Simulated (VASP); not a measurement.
# SnTe (Fm-3m) in VASP: a series of runs, part 2 of 2

VASP 6.6.1.

## Step 4: Single point, PBE

Contents of INCAR:

```
SYSTEM = SnTe
ADDGRID  = .False.      
ALGO     = Normal         ! electronic algorithm
EDIFF    = 1E-7           ! SCF threshold, eV
ENCUT    = 520            ! plane-wave cutoff, eV
GGA      = PE             ! functional
ISIF     = 2              ! what is computed and relaxed
ISMEAR   = 0              ! smearing method
LASPH    = .True.         ! aspherical terms in the spheres
LCHARG   = .False.        ! write CHGCAR
LREAL    = .False.        ! projectors in reciprocal space
LWAVE    = .False.        ! write WAVECAR
NELM     = 100            ! most SCF steps
PREC     = Accurate       ! precision mode
SIGMA    = 0.05           ! smearing width, eV
```

Contents of KPOINTS:

```
k-points
0
Gamma
  2 2 2
  0 0 0
```

Contents of POSCAR:

```
SnTe
1.0
    0.0000000000      3.1508500000      3.1508500000
    3.1508500000      0.0000000000      3.1508500000
    3.1508500000      3.1508500000      0.0000000000
Te Sn
1 1
Direct
    0.5000000000      0.5000000000      0.5000000000
    0.0000000000      0.0000000000      0.0000000000
```

Potentials or basis: VASP PAW PBE potentials, release 64 (Te, Sn_d).

Started as:

```console
> cat potpaw_PBE.64/Te/POTCAR potpaw_PBE.64/Sn_d/POTCAR > POTCAR
> mpirun -np 1 vasp_std > vasp.out
```

OUTCAR:

```text
SYSTEM = SnTe
   EDIFF = 1E-7
   ENCUT = 520
   GGA = PE
   ISIF = 2
   ISMEAR = 0
   LASPH = .True.
   LREAL = .False.
   NELM = 100
   PREC = Accurate

 Found      3 irreducible k-points:

 Following reciprocal coordinates:
            Coordinates               Weight
  0.000000  0.000000  0.000000      1.000000
  0.500000  0.000000  0.000000      4.000000
  0.500000  0.500000  0.000000      3.000000
   k-points           NKPTS =      3   k-points in BZ     NKDIM =      3   number of bands    NBANDS=     14
   number of dos      NEDOS =    301   number of ions     NIONS =      2
   total plane-waves  NPLWV =  46656
   dimension x,y,z NGX =    36 NGY =   36 NGZ =   36
   dimension x,y,z NGXF=    72 NGYF=   72 NGZF=   72
   ions per type =               1   1
   NGX,Y,Z   is equivalent  to a cutoff of  13.43, 13.43, 13.43 a.u.
   NGXF,Y,Z  is equivalent  to a cutoff of  26.86, 26.86, 26.86 a.u.
 SYSTEM =  SnTe
   PREC   = accura    normal or accurate (medium, high low for compatibility)
   ISTART =      0    job   : 0-new  1-cont  2-samecut
   ICHARG =      2    charge: 1-file 2-atom 10-const
   ISPIN  =      1    spin polarized calculation?
   LNONCOLLINEAR =      F non collinear calculations
   LSORBIT =      F    spin-orbit coupling
   LASPH  =      T    aspherical Exc in radial PAW
[... 69 lines left out ...]
      9       4.8834      2.00000
     10       4.8834      2.00000
     11      10.1858      0.00000
     12      10.1858      0.00000
     13      10.1858      0.00000
     14      11.6896      0.00000
[... 20 lines left out ...]
      1     -15.5195      2.00000
      2     -15.5012      2.00000
      3     -15.4998      2.00000
      4     -15.4874      2.00000
      5     -15.4874      2.00000
      6      -4.0909      2.00000
      7       0.2608      2.00000
      8       1.3777      2.00000
      9       3.2403      2.00000
     10       3.2403      2.00000
     11       9.0793      0.00000
     12      11.8172      0.00000
     13      11.8172      0.00000
     14      13.3424      0.00000

------------------------ aborting loop because EDIFF is reached ----------------------------------------

  FORCE on cell =-STRESS in cart. coord.  units (eV):
  Direction    XX          YY          ZZ          XY          YZ          ZX
  --------------------------------------------------------------------------------------
  -------------------------------------------------------------------------------------
  Total        2.1006727      2.1006727      2.1006727     -0.0000000     -0.0000000      0.0000000
  in kB       53.7967199     53.7967199     53.7967199     -0.0000000     -0.0000000      0.0000000
  external PRESSURE =      53.7967199 kB  Pullay stress =       0.0000000 kB

 VOLUME and BASIS-vectors are now :
 -----------------------------------------------------------------------------
  energy-cutoff  :      520.00
  volume of cell :       62.56
      direct lattice vectors                 reciprocal lattice vectors
     0.000000000  3.150850000  3.150850000    -0.158687338  0.158687338  0.158687338
     3.150850000  0.000000000  3.150850000     0.158687338 -0.158687338  0.158687338
     3.150850000  3.150850000  0.000000000     0.158687338  0.158687338 -0.158687338

 POSITION                                       TOTAL-FORCE (eV/Angst)
 -----------------------------------------------------------------------------------
      3.15085      3.15085      3.15085        -0.000000     -0.000000     -0.000000
      0.00000      0.00000      0.00000         0.000000      0.000000      0.000000
 -----------------------------------------------------------------------------------
    total drift:                               -0.000000      0.000000      0.000000

  FREE ENERGIE OF THE ION-ELECTRON SYSTEM (eV)
  ---------------------------------------------------
  free  energy   TOTEN  =        -5.6371271666 eV

  energy  without entropy=       -5.6349262560  energy(sigma->0) =       -5.63602671
```

OSZICAR:

```text
N       E                     dE             d eps       ncg     rms          rms(c)
DAV:   1     0.125964067023E+03    0.12596E+03   -0.97640E+03    84   0.166E+03
DAV:   2     0.572373068621E+01   -0.12024E+03   -0.11891E+03    84   0.373E+02
DAV:   3    -0.553309060871E+01   -0.11257E+02   -0.11177E+02   120   0.981E+01
[... 11 lines left out ...]
DAV:  15    -0.563712843916E+01    0.12561E-04   -0.27270E-05   110   0.457E-02    0.337E-01
DAV:  16    -0.563712677470E+01    0.16645E-05   -0.19202E-05    96   0.383E-02    0.485E-02
DAV:  17    -0.563712712035E+01   -0.34564E-06   -0.16359E-06    96   0.965E-03    0.129E-02
DAV:  18    -0.563712723041E+01   -0.11006E-06   -0.15632E-07    62   0.412E-03    0.143E-02
DAV:  19    -0.563712716663E+01    0.63776E-07   -0.34156E-08    42   0.182E-03
   1 F= -.56371272E+01 E0= -.56360267E+01  d E =-.220091E-02
```

stdout:

```text
POSCAR found type information on POSCAR TeSn
 POSCAR found :  2 types and       2 ions
 scaLAPACK will be used
 LDA part: xc-table for (Slater+PW92), standard interpolation
 POSCAR, INCAR and KPOINTS ok, starting setup
 FFT: planning ... GRIDC
 FFT: planning ... GRID_SOFT
 FFT: planning ... GRID
 WAVECAR not read
 entering main loop
```

Run time: 7.2 s. Hardware: 1 thread of Intel Xeon Platinum 8488C (Sapphire Rapids), shared host; peak memory 0.19 GiB.

The run converged, but some of its settings lie outside the range that counts as converged, so its numbers aren't taken as properties of the crystal.

Results:

- Free energy: -5.6371 eV
- Pressure: 5.4 GPa
- Band gap on the k mesh: 0.16 eV, direct

Caveat: the k mesh is coarse (spacing up to 0.86 Å⁻¹), so the values aren't converged; spin-orbit coupling is left out, which moves the levels of the heavy elements.

## Step 5: Single point, PBE

INCAR, as its differences from that of step 4:

```diff
@@ -4,3 +4,3 @@
 EDIFF    = 1E-7           ! SCF threshold, eV
-ENCUT    = 520            ! plane-wave cutoff, eV
+ENCUT    = 650            ! plane-wave cutoff, eV
 GGA      = PE             ! functional
```

KPOINTS is that of step 4.

POSCAR is that of step 4.

Potentials or basis: VASP PAW PBE potentials, release 64 (Te, Sn_d).

Started as:

```console
> cat potpaw_PBE.64/Te/POTCAR potpaw_PBE.64/Sn_d/POTCAR > POTCAR
> mpirun -np 1 vasp_std > vasp.out
```

OUTCAR:

```text
SYSTEM = SnTe
   EDIFF = 1E-7
   ENCUT = 650
   GGA = PE
   ISIF = 2
   ISMEAR = 0
   LASPH = .True.
   LREAL = .False.
   NELM = 100
   PREC = Accurate

 Found      3 irreducible k-points:

 Following reciprocal coordinates:
            Coordinates               Weight
  0.000000  0.000000  0.000000      1.000000
  0.500000  0.000000  0.000000      4.000000
  0.500000  0.500000  0.000000      3.000000
   k-points           NKPTS =      3   k-points in BZ     NKDIM =      3   number of bands    NBANDS=     14
   number of dos      NEDOS =    301   number of ions     NIONS =      2
   total plane-waves  NPLWV =  64000
   dimension x,y,z NGX =    40 NGY =   40 NGZ =   40
   dimension x,y,z NGXF=    80 NGYF=   80 NGZF=   80
   ions per type =               1   1
   NGX,Y,Z   is equivalent  to a cutoff of  14.92, 14.92, 14.92 a.u.
   NGXF,Y,Z  is equivalent  to a cutoff of  29.85, 29.85, 29.85 a.u.
 SYSTEM =  SnTe
   PREC   = accura    normal or accurate (medium, high low for compatibility)
   ISTART =      0    job   : 0-new  1-cont  2-samecut
   ICHARG =      2    charge: 1-file 2-atom 10-const
   ISPIN  =      1    spin polarized calculation?
   LNONCOLLINEAR =      F non collinear calculations
   LSORBIT =      F    spin-orbit coupling
   LASPH  =      T    aspherical Exc in radial PAW
[... 69 lines left out ...]
      9       4.8833      2.00000
     10       4.8833      2.00000
     11      10.1857      0.00000
     12      10.1857      0.00000
     13      10.1857      0.00000
     14      11.6896      0.00000
[... 20 lines left out ...]
      1     -15.5197      2.00000
      2     -15.5013      2.00000
      3     -15.5000      2.00000
      4     -15.4876      2.00000
      5     -15.4876      2.00000
      6      -4.0910      2.00000
      7       0.2606      2.00000
      8       1.3777      2.00000
      9       3.2402      2.00000
     10       3.2402      2.00000
     11       9.0793      0.00000
     12      11.8171      0.00000
     13      11.8171      0.00000
     14      13.3423      0.00000

------------------------ aborting loop because EDIFF is reached ----------------------------------------

  FORCE on cell =-STRESS in cart. coord.  units (eV):
  Direction    XX          YY          ZZ          XY          YZ          ZX
  --------------------------------------------------------------------------------------
  -------------------------------------------------------------------------------------
  Total        2.1107316      2.1107316      2.1107316     -0.0000000     -0.0000000     -0.0000000
  in kB       54.0543201     54.0543201     54.0543201     -0.0000000     -0.0000000     -0.0000000
  external PRESSURE =      54.0543201 kB  Pullay stress =       0.0000000 kB

 VOLUME and BASIS-vectors are now :
 -----------------------------------------------------------------------------
  energy-cutoff  :      650.00
  volume of cell :       62.56
      direct lattice vectors                 reciprocal lattice vectors
     0.000000000  3.150850000  3.150850000    -0.158687338  0.158687338  0.158687338
     3.150850000  0.000000000  3.150850000     0.158687338 -0.158687338  0.158687338
     3.150850000  3.150850000  0.000000000     0.158687338  0.158687338 -0.158687338

 POSITION                                       TOTAL-FORCE (eV/Angst)
 -----------------------------------------------------------------------------------
      3.15085      3.15085      3.15085         0.000000      0.000000      0.000000
      0.00000      0.00000      0.00000         0.000000      0.000000     -0.000000
 -----------------------------------------------------------------------------------
    total drift:                                0.000000     -0.000000     -0.000000

  FREE ENERGIE OF THE ION-ELECTRON SYSTEM (eV)
  ---------------------------------------------------
  free  energy   TOTEN  =        -5.6371439073 eV

  energy  without entropy=       -5.6349347117  energy(sigma->0) =       -5.63603931
```

stdout:

```text
POSCAR found type information on POSCAR TeSn
 POSCAR found :  2 types and       2 ions
 scaLAPACK will be used
 LDA part: xc-table for (Slater+PW92), standard interpolation
 POSCAR, INCAR and KPOINTS ok, starting setup
 FFT: planning ... GRIDC
 FFT: planning ... GRID_SOFT
 FFT: planning ... GRID
 WAVECAR not read
 entering main loop
```

Wall time 11 s (1 thread of Intel Xeon Platinum 8488C (Sapphire Rapids), shared host); peak memory 0.22 GiB.

The run converged, but some of its settings lie outside the range that counts as converged, so its numbers aren't taken as properties of the crystal.

What came out:

* Free energy: -5.6371 eV
* Pressure: 5.4 GPa
* Band gap on the k mesh: 0.16 eV, direct

Caveat: the k mesh is coarse (spacing up to 0.86 Å⁻¹), so the values aren't converged; spin-orbit coupling is left out, which moves the levels of the heavy elements.
